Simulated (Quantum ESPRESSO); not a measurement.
# BAs (Pm-3m) in Quantum ESPRESSO: notebook

One crystal, BAs, is run at these levels: LDA, PBEsol, PBE; tasks: band structure.

All numbers are computed with Quantum ESPRESSO 7.5; they aren't measurements. Logs are shortened: lines on timing, memory, paths and dates and some standing lists are left out, and cuts for length are marked.

## 1. Starting point

Symmetry: Pm-3m, No. 221, cubic system. The conventional cell has a = 2.934 Å, b = 2.934 Å, c = 2.934 Å, α = 90.00°, β = 90.00°, γ = 90.00°. Around B (site symmetry m-3m) lie 8 As at 2.54 Å. As (site symmetry m-3m) is surrounded by 8 B at 2.54 Å.

The cell was built by a generator and needn't be a form met in nature.

## 2. Band structure, LDA

The input, pw.in:

```
&CONTROL
  calculation = 'scf'
  prefix = 'pwscf'
  outdir = './tmp'
  pseudo_dir = './pseudo'
  tprnfor = .true.
  tstress = .true.
  disk_io = 'low'
/
&SYSTEM
  ibrav = 0
  nat = 2
  ntyp = 2
  ecutwfc = 70
  nbnd = 9
  input_dft = 'pz'
  occupations = 'smearing'
  smearing = 'fd'
  degauss = 0.00367493
/
&ELECTRONS
  conv_thr = 4d-10
  electron_maxstep = 120
  mixing_beta = 0.5
/
ATOMIC_SPECIES
B     10.8100 B_ONCV_PBE-1.2.upf
As    74.9216 As_ONCV_PBE-1.2.upf
CELL_PARAMETERS angstrom
   2.9343700000    0.0000000000    0.0000000000
   0.0000000000    2.9343700000    0.0000000000
   0.0000000000    0.0000000000    2.9343700000
ATOMIC_POSITIONS crystal
B      0.5000000000    0.5000000000    0.5000000000
As     0.0000000000    0.0000000000    0.0000000000
K_POINTS automatic
9 9 9 0 0 0
```

The input, bands.in:

```
&CONTROL
  calculation = 'bands'
  prefix = 'pwscf'
  outdir = './tmp'
  pseudo_dir = './pseudo'
  disk_io = 'low'
  verbosity = 'high'
/
&SYSTEM
  ibrav = 0
  nat = 2
  ntyp = 2
  ecutwfc = 70
  nbnd = 9
  input_dft = 'pz'
  occupations = 'smearing'
  smearing = 'fd'
  degauss = 0.00367493
/
&ELECTRONS
  conv_thr = 1d-08
  electron_maxstep = 120
  mixing_beta = 0.5
  diago_full_acc = .true.
/
ATOMIC_SPECIES
B     10.8100 B_ONCV_PBE-1.2.upf
As    74.9216 As_ONCV_PBE-1.2.upf
CELL_PARAMETERS angstrom
   2.9343700000    0.0000000000    0.0000000000
   0.0000000000    2.9343700000    0.0000000000
   0.0000000000    0.0000000000    2.9343700000
ATOMIC_POSITIONS crystal
B      0.5000000000    0.5000000000    0.5000000000
As     0.0000000000    0.0000000000    0.0000000000
K_POINTS crystal
60
 0.0000000000  0.0000000000  0.0000000000 1
 0.0000000000  0.0714285714  0.0000000000 1
 0.0000000000  0.1428571429  0.0000000000 1
 0.0000000000  0.2142857143  0.0000000000 1
 0.0000000000  0.2857142857  0.0000000000 1
 0.0000000000  0.3571428571  0.0000000000 1
 0.0000000000  0.4285714286  0.0000000000 1
 0.0000000000  0.5000000000  0.0000000000 1
 0.0714285714  0.5000000000  0.0000000000 1
 0.1428571429  0.5000000000  0.0000000000 1
 0.2142857143  0.5000000000  0.0000000000 1
 0.2857142857  0.5000000000  0.0000000000 1
 0.3571428571  0.5000000000  0.0000000000 1
 0.4285714286  0.5000000000  0.0000000000 1
 0.5000000000  0.5000000000  0.0000000000 1
 0.4545454545  0.4545454545  0.0000000000 1
 0.4090909091  0.4090909091  0.0000000000 1
 0.3636363636  0.3636363636  0.0000000000 1
 0.3181818182  0.3181818182  0.0000000000 1
 0.2727272727  0.2727272727  0.0000000000 1
 0.2272727273  0.2272727273  0.0000000000 1
 0.1818181818  0.1818181818  0.0000000000 1
 0.1363636364  0.1363636364  0.0000000000 1
 0.0909090909  0.0909090909  0.0000000000 1
 0.0454545455  0.0454545455  0.0000000000 1
 0.0000000000  0.0000000000  0.0000000000 1
 0.0357142857  0.0357142857  0.0357142857 1
 0.0714285714  0.0714285714  0.0714285714 1
 0.1071428571  0.1071428571  0.1071428571 1
 0.1428571429  0.1428571429  0.1428571429 1
 0.1785714286  0.1785714286  0.1785714286 1
 0.2142857143  0.2142857143  0.2142857143 1
 0.2500000000  0.2500000000  0.2500000000 1
 0.2857142857  0.2857142857  0.2857142857 1
 0.3214285714  0.3214285714  0.3214285714 1
 0.3571428571  0.3571428571  0.3571428571 1
 0.3928571429  0.3928571429  0.3928571429 1
 0.4285714286  0.4285714286  0.4285714286 1
 0.4642857143  0.4642857143  0.4642857143 1
 0.5000000000  0.5000000000  0.5000000000 1
 0.4545454545  0.5000000000  0.4545454545 1
 0.4090909091  0.5000000000  0.4090909091 1
 0.3636363636  0.5000000000  0.3636363636 1
 0.3181818182  0.5000000000  0.3181818182 1
 0.2727272727  0.5000000000  0.2727272727 1
 0.2272727273  0.5000000000  0.2272727273 1
 0.1818181818  0.5000000000  0.1818181818 1
 0.1363636364  0.5000000000  0.1363636364 1
 0.0909090909  0.5000000000  0.0909090909 1
 0.0454545455  0.5000000000  0.0454545455 1
 0.0000000000  0.5000000000  0.0000000000 1
 0.5000000000  0.5000000000  0.0000000000 1
 0.5000000000  0.5000000000  0.0625000000 1
 0.5000000000  0.5000000000  0.1250000000 1
 0.5000000000  0.5000000000  0.1875000000 1
 0.5000000000  0.5000000000  0.2500000000 1
 0.5000000000  0.5000000000  0.3125000000 1
 0.5000000000  0.5000000000  0.3750000000 1
 0.5000000000  0.5000000000  0.4375000000 1
 0.5000000000  0.5000000000  0.5000000000 1
```

Potentials or basis: SG15 PBE 1.2.

On the command line:

```
$ OMP_NUM_THREADS=1 pw.x -in pw.in > pw.out
$ OMP_NUM_THREADS=1 pw.x -in bands.in > bands.out
```

pw.out:

```text
This program is part of the open-source Quantum ESPRESSO suite
     for quantum simulation of materials; please cite
         "P. Giannozzi et al., J. Phys.:Condens. Matter 21 395502 (2009);
         "P. Giannozzi et al., J. Phys.:Condens. Matter 29 465901 (2017);
         "P. Giannozzi et al., J. Chem. Phys. 152 154105 (2020);
     in publications or presentations arising from this work. More details at

     IMPORTANT: XC functional enforced from input :
     Exchange-correlation= PZ
                           (   1   1   0   0   0   0   0)
     Any further DFT definition will be discarded
     Please, verify this is what you really want

     Message from routine setup:
     using ibrav=0 with symmetry is DISCOURAGED, use correct ibrav instead

     G-vector sticks info
     --------------------
     sticks:   dense  smooth     PW     G-vecs:    dense   smooth      PW
     Sum         681     681    213                13517    13517    2301

     Using Slab Decomposition

     bravais-lattice index     =            0
     lattice parameter (alat)  =       5.5452  a.u.
     unit-cell volume          =     170.5066 (a.u.)^3
     number of atoms/cell      =            2
     number of atomic types    =            2
     number of electrons       =         8.00
     number of Kohn-Sham states=            9
     kinetic-energy cutoff     =      70.0000  Ry
     charge density cutoff     =     280.0000  Ry
     scf convergence threshold =      4.0E-10
     mixing beta               =       0.5000
     number of iterations used =            8  plain     mixing
     Exchange-correlation= PZ
                           (   1   1   0   0   0   0   0)

     celldm(1)=   5.545156  celldm(2)=   0.000000  celldm(3)=   0.000000
     celldm(4)=   0.000000  celldm(5)=   0.000000  celldm(6)=   0.000000

     crystal axes: (cart. coord. in units of alat)
               a(1) = (   1.000000   0.000000   0.000000 )
               a(2) = (   0.000000   1.000000   0.000000 )
               a(3) = (   0.000000   0.000000   1.000000 )

     reciprocal axes: (cart. coord. in units 2 pi/alat)
               b(1) = (  1.000000  0.000000  0.000000 )
               b(2) = (  0.000000  1.000000  0.000000 )
               b(3) = (  0.000000  0.000000  1.000000 )

     PseudoPot. # 1 for B  read from file:
     B_ONCV_PBE-1.2.upf
     Pseudo is Norm-conserving, Zval =  3.0
     Generated using ONCVPSP code by D. R. Hamann
     Using radial grid of  602 points,  4 beta functions with:
                l(1) =   0
                l(2) =   0
                l(3) =   1
                l(4) =   1

     PseudoPot. # 2 for As read from file:
     As_ONCV_PBE-1.2.upf
     Pseudo is Norm-conserving, Zval =  5.0
     Generated using ONCVPSP code by D. R. Hamann
     Using radial grid of  602 points,  6 beta functions with:
                l(1) =   0
                l(2) =   0
                l(3) =   1
                l(4) =   1
                l(5) =   2
                l(6) =   2

     atomic species   valence    mass     pseudopotential
     B                 3.00    10.81000     B ( 1.00)
     As                5.00    74.92160     As( 1.00)

     48 Sym. Ops., with inversion, found

   Cartesian axes

     site n.     atom                  positions (alat units)
         1        B      tau(   1) = (   0.5000000   0.5000000   0.5000000  )
         2        As     tau(   2) = (   0.0000000   0.0000000   0.0000000  )

     number of k points=    35  Fermi-Dirac smearing, width (Ry)=  0.0037
                       cart. coord. in units 2pi/alat
        k(    1) = (   0.0000000   0.0000000   0.0000000), wk =   0.0027435
        k(    2) = (   0.0000000   0.0000000   0.1111111), wk =   0.0164609
        k(    3) = (   0.0000000   0.0000000   0.2222222), wk =   0.0164609
        k(    4) = (   0.0000000   0.0000000   0.3333333), wk =   0.0164609
        k(    5) = (   0.0000000   0.0000000   0.4444444), wk =   0.0164609
        k(    6) = (   0.0000000   0.1111111   0.1111111), wk =   0.0329218
[... 27 lines left out ...]
        k(   34) = (   0.3333333   0.4444444   0.4444444), wk =   0.0658436
        k(   35) = (   0.4444444   0.4444444   0.4444444), wk =   0.0219479

     Dense  grid:    13517 G-vectors     FFT dimensions: (  30,  30,  30)

     Initial potential from superposition of free atoms

     starting charge       7.9509, renormalised to       8.0000
     Starting wfcs are random

     Self-consistent Calculation

     iteration #  1     ecut=    70.00 Ry     beta= 0.50
     Davidson diagonalization with overlap
     ethr =  1.00E-02,  avg # of iterations =  7.8

     Threshold (ethr) on eigenvalues was too large:
     Diagonalizing with lowered threshold

     Davidson diagonalization with overlap
     ethr =  3.89E-04,  avg # of iterations =  2.0

     total energy              =     -18.11741399 Ry
     estimated scf accuracy    <       0.03172434 Ry

     iteration #  2     ecut=    70.00 Ry     beta= 0.50
     Davidson diagonalization with overlap
     ethr =  3.97E-04,  avg # of iterations =  1.6

     total energy              =     -18.12475401 Ry
     estimated scf accuracy    <       0.00209191 Ry

     iteration #  3     ecut=    70.00 Ry     beta= 0.50
     Davidson diagonalization with overlap
     ethr =  2.61E-05,  avg # of iterations =  4.4

     total energy              =     -18.12504391 Ry
     estimated scf accuracy    <       0.00017499 Ry

     iteration #  4     ecut=    70.00 Ry     beta= 0.50
     Davidson diagonalization with overlap
     ethr =  2.19E-06,  avg # of iterations =  3.3

     total energy              =     -18.12505741 Ry
     estimated scf accuracy    <       0.00000212 Ry

     iteration #  5     ecut=    70.00 Ry     beta= 0.50
     Davidson diagonalization with overlap
     ethr =  2.65E-08,  avg # of iterations =  2.0

     total energy              =     -18.12505824 Ry
     estimated scf accuracy    <       0.00000024 Ry

     iteration #  6     ecut=    70.00 Ry     beta= 0.50
     Davidson diagonalization with overlap
     ethr =  3.03E-09,  avg # of iterations =  1.1

     total energy              =     -18.12505826 Ry
     estimated scf accuracy    <          7.3E-09 Ry

     iteration #  7     ecut=    70.00 Ry     beta= 0.50
     Davidson diagonalization with overlap
     ethr =  9.15E-11,  avg # of iterations =  2.2

     total energy              =     -18.12505827 Ry
     estimated scf accuracy    <          1.4E-09 Ry

     iteration #  8     ecut=    70.00 Ry     beta= 0.50
     Davidson diagonalization with overlap
     ethr =  1.72E-11,  avg # of iterations =  1.0

     End of self-consistent calculation

          k = 0.0000 0.0000 0.0000 (  1743 PWs)   bands (ev):

    -5.8774   9.0545   9.0545   9.0545   9.6630  15.5241  15.5241  19.2269
    19.2269

          k = 0.0000 0.0000 0.1111 (  1711 PWs)   bands (ev):

    -5.6828   6.9894   9.2551   9.2551  10.6946  15.7260  16.9075  18.7201
    18.7201

          k = 0.0000 0.0000 0.2222 (  1699 PWs)   bands (ev):

    -5.1070   4.3653   9.8518   9.8518  11.4210  16.3283  17.3042  17.3702
    17.3702

          k = 0.0000 0.0000 0.3333 (  1703 PWs)   bands (ev):

    -4.1927   1.9670  10.8276  10.8276  12.1867  15.6025  15.6025  15.9949
    17.3108

          k = 0.0000 0.0000 0.4444 (  1678 PWs)   bands (ev):

    -3.1680   0.1773  12.1411  12.1411  13.0485  13.8122  13.8122  14.7613
    18.5291

          k = 0.0000 0.1111 0.1111 (  1697 PWs)   bands (ev):

    -5.4880   6.8440   7.6715   9.4538  11.6836  16.5241  17.4684  17.6826
    18.3452

          k = 0.0000 0.1111 0.2222 (  1701 PWs)   bands (ev):

    -4.9118   4.5438   7.9023  10.0444  12.5064  15.5904  17.2384  17.5273
    18.2301

          k = 0.0000 0.1111 0.3333 (  1694 PWs)   bands (ev):

    -3.9965   2.1582   8.8163  11.0080  13.1066  13.9394  15.6390  17.0169
    18.6408

          k = 0.0000 0.1111 0.4444 (  1682 PWs)   bands (ev):

    -2.9701   0.3690  10.0543  11.7685  12.2959  13.9372  14.5014  15.7857
    19.8225

          k = 0.0000 0.2222 0.2222 (  1690 PWs)   bands (ev):

    -4.3341   4.7830   5.5748  10.6149  13.0649  13.8128  16.7158  18.1169
    19.8656

          k = 0.0000 0.2222 0.3333 (  1685 PWs)   bands (ev):

    -3.4162   2.7220   6.1579  11.2200  11.5363  14.3900  15.6546  17.5343
    21.2055

          k = 0.0000 0.2222 0.4444 (  1677 PWs)   bands (ev):

    -2.3851   0.9393   7.3484   9.3935  12.7340  14.2724  15.3637  16.5455
    22.2391

          k = 0.0000 0.3333 0.3333 (  1664 PWs)   bands (ev):

    -2.4939   3.3943   3.9986   9.0001  12.3660  15.2088  15.3849  17.5281
    22.7943

          k = 0.0000 0.3333 0.4444 (  1674 PWs)   bands (ev):

    -1.4576   1.8655   4.8948   7.1521  13.3557  14.6765  16.1056  17.0034
    22.9389
[... 58 lines left out ...]
    -3.5597   5.1691   6.4059   6.4059  12.7403  15.0400  15.0400  16.5095
    23.0294

          k = 0.2222 0.2222 0.3333 (  1680 PWs)   bands (ev):

    -2.6402   3.4621   6.5523   7.4308  11.1914  12.7752  15.3079  16.9304
    23.8676

          k = 0.2222 0.2222 0.4444 (  1690 PWs)   bands (ev):

    -1.6069   1.7035   7.5864   8.8157   9.6082  10.7211  15.9276  16.7830
    24.6864

          k = 0.2222 0.3333 0.3333 (  1685 PWs)   bands (ev):

    -1.7197   4.0662   4.8383   7.9894   9.5781  12.4832  13.8180  16.5400
    24.5371

          k = 0.2222 0.3333 0.4444 (  1683 PWs)   bands (ev):

    -0.6887   2.6326   5.6497   7.8086   9.2641  11.0477  14.3403  15.4996
    24.9096

          k = 0.2222 0.4444 0.4444 (  1685 PWs)   bands (ev):

     0.3213   3.6863   4.0244   5.9979  10.3924  11.6277  13.1503  14.0140
    25.6125

          k = 0.3333 0.3333 0.3333 (  1703 PWs)   bands (ev):

    -0.8041   4.6337   5.8725   5.8725   9.5247  11.4091  11.4091  15.2124
    25.7762

          k = 0.3333 0.3333 0.4444 (  1688 PWs)   bands (ev):

     0.2122   3.5621   6.1991   7.2499   8.2643   9.3114  12.2029  13.6137
    26.6183

          k = 0.3333 0.4444 0.4444 (  1683 PWs)   bands (ev):

     1.1822   4.5975   5.0624   6.8301   8.0423   9.7191  10.6866  11.8220
    27.6976

          k = 0.4444 0.4444 0.4444 (  1682 PWs)   bands (ev):

     2.0656   5.6617   6.4335   6.4335   7.5067   8.5752   8.5752   9.9094
    28.9710

     the Fermi energy is     9.7702 ev

!    total energy              =     -18.12505827 Ry
     estimated scf accuracy    <          5.8E-11 Ry
     smearing contrib. (-TS)   =      -0.00074225 Ry
     internal energy E=F+TS    =     -18.12431601 Ry

     The total energy is F=E-TS. E is the sum of the following terms:
     one-electron contribution =       8.55674579 Ry
     hartree contribution      =       0.21946888 Ry
     xc contribution           =      -5.16512756 Ry
     ewald contribution        =     -21.73540312 Ry

     convergence has been achieved in   8 iterations

     Forces acting on atoms (cartesian axes, Ry/au):

     atom    1 type  1   force =     0.00000000    0.00000000    0.00000000
     atom    2 type  2   force =     0.00000000    0.00000000    0.00000000

     Total force =     0.000000     Total SCF correction =     0.000000

     Computing stress (Cartesian axis) and pressure

          total   stress  (Ry/bohr**3)                   (kbar)     P=       -5.62
  -0.00003821   0.00000000   0.00000000           -5.62        0.00        0.00
   0.00000000  -0.00003821   0.00000000            0.00       -5.62        0.00
   0.00000000   0.00000000  -0.00003821            0.00        0.00       -5.62

=------------------------------------------------------------------------------=
   JOB DONE.
=------------------------------------------------------------------------------=
```

Run time: 12 s. Hardware: 1 thread of Arm Neoverse V2, shared host; peak memory 0.09 GiB.

Results:

```
Free energy            : -246.6040 eV
Pressure               : -0.6 GPa
Band gap on the k mesh : none (metal or under the smearing width)
```

Levels at the corners of the path, in eV from the Fermi level:
| point | band 1 | band 2 | band 3 | band 4 | band 5 | band 6 | band 7 | band 8 |
| --- | --- | --- | --- | --- | --- | --- | --- | --- |
| Γ | -15.65 | -0.72 | -0.72 | -0.72 | -0.11 | 5.75 | 5.75 | 9.46 |
| X | -12.71 | -9.92 | 2.98 | 2.98 | 3.37 | 3.37 | 3.51 | 4.71 |
| M | -9.75 | -6.69 | -6.69 | -5.32 | 4.28 | 5.25 | 7.30 | 7.30 |
| Γ | -15.65 | -0.72 | -0.72 | -0.72 | -0.11 | 5.75 | 5.75 | 9.46 |
| R | -7.22 | -2.96 | -2.96 | -2.96 | -2.38 | -1.86 | -1.86 | -1.86 |
| X | -12.71 | -9.92 | 2.98 | 2.98 | 3.37 | 3.37 | 3.51 | 4.71 |
| M | -9.75 | -6.69 | -6.69 | -5.32 | 4.28 | 5.25 | 7.30 | 7.30 |
| R | -7.22 | -2.96 | -2.96 | -2.96 | -2.38 | -1.86 | -1.86 | -1.86 |

Caveat: the potentials were made for another functional, which shifts forces and pressure.

[end of part 1 of 2]
